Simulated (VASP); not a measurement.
# Re (Fm-3m) in VASP: further runs

One crystal, Re, is run at these levels: vdW-DF-cx, SCAN; tasks: density of states.

All numbers are computed with VASP 6.6.1; they aren't measurements. Logs are shortened: lines on timing, memory, paths and dates and some standing lists are left out, and cuts for length are marked.

## (1) Starting point

The structure is cubic, space group Fm-3m (No. 225). The conventional cell has a = 3.950 Å, b = 3.950 Å, c = 3.950 Å, α = 90.00°, β = 90.00°, γ = 90.00°. Around Re (site symmetry m-3m) lie 12 Re at 2.79 Å.

This isn't the form of Re at room conditions, which is hcp.

## (2) Density of states, vdW-DF-cx, spin-orbit coupling, no magnetisation

run.py reads:

```python
from ase.calculators.vasp import Vasp
from ase.dft.dos import DOS
from ase.io import read

atoms = read('Re.cif', primitive_cell=True, subtrans_included=False)
calc = Vasp(
    directory='calc',
    xc='vdw-df-cx',
    pp='PBE',
    setups='recommended',
    prec='Accurate',
    encut=520,
    ediff=1e-07,
    ismear=0,
    sigma=0.01,
    lreal=False,
    lasph=True,
    nelm=80,
    algo='Normal',
    isif=2,
    lwave=False,
    lcharg=False,
    lnoncollinear=True,
    lorbit=10,
    lsorbit=True,
    gga_compat=False,
    lmaxmix=4,
    bmix=0.5,
    kpts=[9, 9, 9],
    gamma=True,
    nbands=18,
)
atoms.calc = calc

print('energy (eV):', atoms.get_potential_energy())
print('free energy (eV):', atoms.get_potential_energy(force_consistent=True))
print('forces (eV/A):')
print(atoms.get_forces())
print('stress (eV/A^3, Voigt):', atoms.get_stress())
print('Fermi level (eV):', calc.get_fermi_level())
dos = DOS(calc, width=0.2, window=(-10, 10), npts=201)
print('E - E_F (eV), DOS (1/eV)')
for e, g in zip(dos.get_energies(), dos.get_dos()):
    print(f'{e:8.3f} {g:10.4f}')
```

Re.cif reads:

```cif
data_Re
_cell_length_a 3.95000000
_cell_length_b 3.95000000
_cell_length_c 3.95000000
_cell_angle_alpha 90.00000000
_cell_angle_beta 90.00000000
_cell_angle_gamma 90.00000000
_space_group_name_H-M_alt 'Fm-3m'
_space_group_name_Hall '-F 4 2 3'
_space_group_IT_number 225
loop_
_space_group_symop_operation_xyz
'x,y,z'
'-x,-y,-z'
'-y,x,z'
'y,-x,-z'
'-x,-y,z'
'x,y,-z'
'y,-x,z'
'-y,x,-z'
'x,-y,-z'
'-x,y,z'
'-y,-x,-z'
'y,x,z'
'-x,y,-z'
'x,-y,z'
'y,x,-z'
'-y,-x,z'
'z,x,y'
'-z,-x,-y'
'z,-y,x'
'-z,y,-x'
'z,-x,-y'
'-z,x,y'
'z,y,-x'
'-z,-y,x'
'-z,x,-y'
'z,-x,y'
'-z,-y,-x'
'z,y,x'
'-z,-x,y'
'z,x,-y'
'-z,y,x'
'z,-y,-x'
'y,z,x'
'-y,-z,-x'
'x,z,-y'
'-x,-z,y'
'-y,z,-x'
'y,-z,x'
'-x,z,y'
'x,-z,-y'
'-y,-z,x'
'y,z,-x'
'-x,-z,-y'
'x,z,y'
'y,-z,-x'
'-y,z,x'
'x,-z,y'
'-x,z,-y'
'x,y+1/2,z+1/2'
'-x,-y+1/2,-z+1/2'
'-y,x+1/2,z+1/2'
[... 62 lines left out ...]
'-z+1/2,-x,-y+1/2'
'z+1/2,-y,x+1/2'
'-z+1/2,y,-x+1/2'
'z+1/2,-x,-y+1/2'
'-z+1/2,x,y+1/2'
'z+1/2,y,-x+1/2'
'-z+1/2,-y,x+1/2'
'-z+1/2,x,-y+1/2'
'z+1/2,-x,y+1/2'
'-z+1/2,-y,-x+1/2'
'z+1/2,y,x+1/2'
'-z+1/2,-x,y+1/2'
'z+1/2,x,-y+1/2'
'-z+1/2,y,x+1/2'
'z+1/2,-y,-x+1/2'
'y+1/2,z,x+1/2'
'-y+1/2,-z,-x+1/2'
'x+1/2,z,-y+1/2'
'-x+1/2,-z,y+1/2'
'-y+1/2,z,-x+1/2'
'y+1/2,-z,x+1/2'
'-x+1/2,z,y+1/2'
'x+1/2,-z,-y+1/2'
'-y+1/2,-z,x+1/2'
'y+1/2,z,-x+1/2'
'-x+1/2,-z,-y+1/2'
'x+1/2,z,y+1/2'
'y+1/2,-z,-x+1/2'
'-y+1/2,z,x+1/2'
'x+1/2,-z,y+1/2'
'-x+1/2,z,-y+1/2'
'x+1/2,y+1/2,z'
'-x+1/2,-y+1/2,-z'
'-y+1/2,x+1/2,z'
'y+1/2,-x+1/2,-z'
'-x+1/2,-y+1/2,z'
'x+1/2,y+1/2,-z'
'y+1/2,-x+1/2,z'
'-y+1/2,x+1/2,-z'
'x+1/2,-y+1/2,-z'
'-x+1/2,y+1/2,z'
'-y+1/2,-x+1/2,-z'
'y+1/2,x+1/2,z'
'-x+1/2,y+1/2,-z'
'x+1/2,-y+1/2,z'
'y+1/2,x+1/2,-z'
'-y+1/2,-x+1/2,z'
'z+1/2,x+1/2,y'
'-z+1/2,-x+1/2,-y'
'z+1/2,-y+1/2,x'
'-z+1/2,y+1/2,-x'
'z+1/2,-x+1/2,-y'
'-z+1/2,x+1/2,y'
'z+1/2,y+1/2,-x'
'-z+1/2,-y+1/2,x'
'-z+1/2,x+1/2,-y'
'z+1/2,-x+1/2,y'
'-z+1/2,-y+1/2,-x'
'z+1/2,y+1/2,x'
'-z+1/2,-x+1/2,y'
'z+1/2,x+1/2,-y'
'-z+1/2,y+1/2,x'
'z+1/2,-y+1/2,-x'
'y+1/2,z+1/2,x'
'-y+1/2,-z+1/2,-x'
'x+1/2,z+1/2,-y'
'-x+1/2,-z+1/2,y'
'-y+1/2,z+1/2,-x'
'y+1/2,-z+1/2,x'
'-x+1/2,z+1/2,y'
'x+1/2,-z+1/2,-y'
'-y+1/2,-z+1/2,x'
'y+1/2,z+1/2,-x'
'-x+1/2,-z+1/2,-y'
'x+1/2,z+1/2,y'
'y+1/2,-z+1/2,-x'
'-y+1/2,z+1/2,x'
'x+1/2,-z+1/2,y'
'-x+1/2,z+1/2,-y'
loop_
_atom_site_label
_atom_site_type_symbol
_atom_site_symmetry_multiplicity
_atom_site_Wyckoff_symbol
_atom_site_fract_x
_atom_site_fract_y
_atom_site_fract_z
_atom_site_occupancy
Re1 Re 4 a 0.0000000000 0.0000000000 0.0000000000 1
```

Potentials or basis: VASP PAW PBE potentials, release 64 (Re).

Started as:

```console
> python run.py
```

Log:

```text
<dir> UserWarning: vdW has been enabled, however no location for the vdw_kernel.bindat file has been specified. Set ASE_VASP_VDW environment variable to copy the vdW kernel.
  warnings.warn(
energy (eV): -10.74682846
free energy (eV): -10.74685709
forces (eV/A):
[[ 0. -0. -0.]]
stress (eV/A^3, Voigt): [9.43587298e-02 9.43587298e-02 9.43587298e-02 2.81417163e-06
 2.80770543e-06 2.81417163e-06]
Fermi level (eV): 7.45797998
E - E_F (eV), DOS (1/eV)
 -10.000     0.0054
  -9.900     0.0117
  -9.800     0.0156
  -9.700     0.0135
  -9.600     0.0135
  -9.500     0.0337
[... 193 lines left out ...]
   9.900     0.7758
  10.000     0.9576
```

It took 98 s on 1 thread of Intel Xeon Platinum 8488C (Sapphire Rapids), shared host; peak memory 0.37 GiB.

What came out:

* Free energy: -10.7469 eV
* Pressure: -15.1 GPa
* Valence electrons inside the program's atomic spheres: Re 5.99

Caveat: so large a pressure means that the cell lies far from this level's equilibrium, or that cutoff or potentials fall short; the potentials were made for another functional, which shifts forces and pressure.

## (3) Density of states, SCAN (cell strained at random at fixed volume)

INCAR reads:

```
PREC = Accurate
ENCUT = 520
EDIFF = 1E-6
ISMEAR = -5
SIGMA = 0.1
LREAL = F
LASPH = T
NELM = 80
ALGO = Normal
ISIF = 2
LWAVE = F
LCHARG = F
LMAXMIX = 4
METAGGA = SCAN
LMIXTAU = T
LORBIT = 11
NBANDS = 12
NEDOS = 1001
```

KPOINTS reads:

```
regular mesh
0
Gamma
  12 12 12
```

POSCAR reads:

```
Re
1.0
   -0.0087700000      1.9632830000      1.9376730000
    1.9798090000     -0.0157590000      1.9446620000
    1.9914590000      1.9819220000     -0.0274090000
Re
1
Direct
    0.0340620000     -0.0333550000     -0.0194330000
```

Potentials or basis: VASP PAW PBE potentials, release 64 (Re_pv).

Started as:

```console
> cat potpaw_PBE.64/Re_pv/POTCAR > POTCAR
> mpirun -np 1 vasp_std > vasp.out
```

It took 11 min on 1 thread of Intel Xeon Platinum 8488C (Sapphire Rapids), shared host; peak memory 0.3 GiB.

It converged, with:

- Free energy: -70.9312 eV
- Pressure: -22.4 GPa
- Band gap on the k mesh: none (metal or under the smearing width)
- Valence electrons inside the program's atomic spheres: Re 11.45

Stress tensor (GPa, compression positive):
```
-24.50  -0.22   1.97
 -0.22 -23.08   3.39
  1.97   3.39 -19.57
```

Levels at points of the mesh, in eV from the Fermi level:
```tsv
k point	band 4	band 5	band 6	band 7	band 8	band 9	band 10	band 11
(0.00, 0.00, 0.00)	-10.89	-2.25	-2.14	-1.78	1.18	1.50	14.71	20.13
(0.50, 0.00, 0.00)	-7.21	-2.31	-1.94	-0.08	3.59	3.91	9.50	14.12
(0.00, 0.50, 0.00)	-7.24	-2.38	-1.83	-0.16	3.62	3.85	9.38	14.18
(0.50, 0.50, 0.00)	-6.84	-6.09	2.72	3.76	4.37	4.47	12.24	12.33
(0.00, 0.00, 0.50)	-7.28	-2.32	-1.83	-0.28	3.68	3.72	9.20	14.28
(0.50, 0.00, 0.50)	-6.88	-6.08	2.43	3.79	4.27	4.54	12.23	12.30
(0.00, 0.50, 0.50)	-6.89	-6.08	2.33	3.81	4.30	4.50	12.11	12.28
(0.50, 0.50, 0.50)	-7.18	-2.18	-2.14	0.02	3.62	3.95	9.63	14.04
```

States per cell in windows of 1 eV (zero at the Fermi level; states under -8 eV left out):
| from (eV) | total | Re1_d | Re1_p | Re1_s |
| --- | --- | --- | --- | --- |
| -8.0 | 0.27 | 0.06 | 0.02 | 0.09 |
| -7.0 | 0.66 | 0.29 | 0.04 | 0.13 |
| -6.0 | 0.92 | 0.57 | 0.04 | 0.08 |
| -5.0 | 0.84 | 0.59 | 0.06 | 0.02 |
| -4.0 | 0.94 | 0.67 | 0.07 | 0.01 |
| -3.0 | 1.23 | 0.85 | 0.12 | 0.02 |
| -2.0 | 1.21 | 0.93 | 0.09 | 0.02 |
| -1.0 | 0.72 | 0.57 | 0.05 | 0.01 |
| 0.0 | 0.92 | 0.77 | 0.04 | 0.01 |
| 1.0 | 0.74 | 0.65 | 0.03 | 0.01 |
| 2.0 | 0.73 | 0.67 | 0.02 | 0.00 |
| 3.0 | 1.12 | 1.06 | 0.02 | 0.01 |
| 4.0 | 0.44 | 0.38 | 0.02 | 0.01 |
| 5.0 | 0.33 | 0.24 | 0.04 | 0.02 |
| 6.0 | 0.34 | 0.18 | 0.05 | 0.05 |
| 7.0 | 0.30 | 0.12 | 0.05 | 0.06 |

Caveat: the PAW data sets were made with another functional, which shifts forces and pressure a little; tetrahedron occupations give inexact forces and stress in metals. The run has no spin-orbit coupling, so splittings on Re are missing.
